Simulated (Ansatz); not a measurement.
Cr under changes of volume

One of the cells (14.347 Å³/atom); the others are scaled copies at fixed shape and fractional positions:

```
Cr
1.0
     2.73197    0.00000    0.00000
    -1.36599    2.36596    0.00000
     0.00000    0.00000    4.43921
Cr
2
Direct
  0.66667 0.33333 0.75000
  0.33333 0.66667 0.25000
```

This isn't the form of Cr at room conditions, which is bcc.

```yaml
Program: Ansatz 0.2.0
Functional: HSE06
Potentials_or_basis: Ansatz PAW
Cutoff: "420 eV (not typed: the program's choice for these potentials)"
k_mesh: 6 × 6 × 4
Occupations: fermi-dirac, width 0.05 eV
Spin: collinear spin, ferromagnetic start
Starting_moments: "[3.0, 3.0] μB"
```

| volume (Å³/atom) | energy over the lowest point (meV/atom) | pressure (GPa) | moment (μB per cell) |
| --- | --- | --- | --- |
| 13.503 | ? | ? | ? |
| 13.784 | 147.00 | 2.0 | 5.13 |
| 14.066 | 144.52 | 2.5 | 5.48 |
| 14.347 | 122.71 | 13.1 | 6.63 |
| 14.628 | 38.35 | 22.3 | 7.78 |
| 14.910 | 0.00 | 20.3 | 7.87 |

What does the run at 13.503 Å³/atom give?

Energy over the lowest point 164.29 meV/atom; pressure -6.7 GPa; moment 4.48 μB per cell.

The energies don't lie on one smooth curve, so no fit is given. The run at 14.628 Å³/atom lies farthest off, from a change of basis, grid or state.

Energies are extrapolated to zero smearing.

Caveats: all runs use coarse meshes; the magnetic or orbital state may not be the lowest; the PAW data sets come from PBE, with cores solved anew for the run's functional, which leaves a small shift of forces and pressure; the thresholds are loose for stress.
